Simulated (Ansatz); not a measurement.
# Does disorder add resistance in series? Ta(100) layers with 12.5 % Mo

Two lengths of the disordered region are known. What area resistance does the third give?

**Method.** Ansatz 0.2.0, plane waves with PAW datasets at their recommended cutoffs (420 eV for most), Fermi-Dirac smearing; ballistic transmission by layer matching. The area resistance is RA = A (h/2e²)(1/T − 1/N), with T the zone-mean transmission per spin and N the lead's channels, both averaged over a few energies near the Fermi level; for magnets each spin is taken apart, with h/e², and the two conduct in parallel. Lateral cell 2x2, PBE, a fresh random draw for each length.

The runs, with one result withheld:

| length (Å) | channels N | RA (fΩ m²) |
| --- | --- | --- |
| 6.61 | 10.26 | 0.0714 |
| 13.2 | 10.21 | 0.128 |
| 19.8 | 10.21 | ? |

**Estimate by hand.**

Ohm's law makes RA linear in the length: the slope is (0.128 − 0.0714)/(13.2 − 6.61) = 8.60×10⁻³ fΩ m² per Å, or 8.6 µΩ cm. Then 0.128 + 8.60×10⁻³ × 6.61. Predicted: 0.185 fΩ m².

What the run gave:

0.186 fΩ m², so the prediction is 0.81 % too low. The three lengths together give 8.7 µΩ cm. The two increments are 0.057 and 0.058 fΩ m², roughly as Ohm's law has it, though with one draw for each length that is a weak test.

Caveats: The scatterers repeat sideways with the small cell. The slope is a raw one; a model of isotropic scattering puts it 1.10 times the bulk value over these lengths. Atoms sit unrelaxed on the host's lattice, and the pair may not mix at random in practice. Spin-orbit coupling is left out, which matters for Ta.
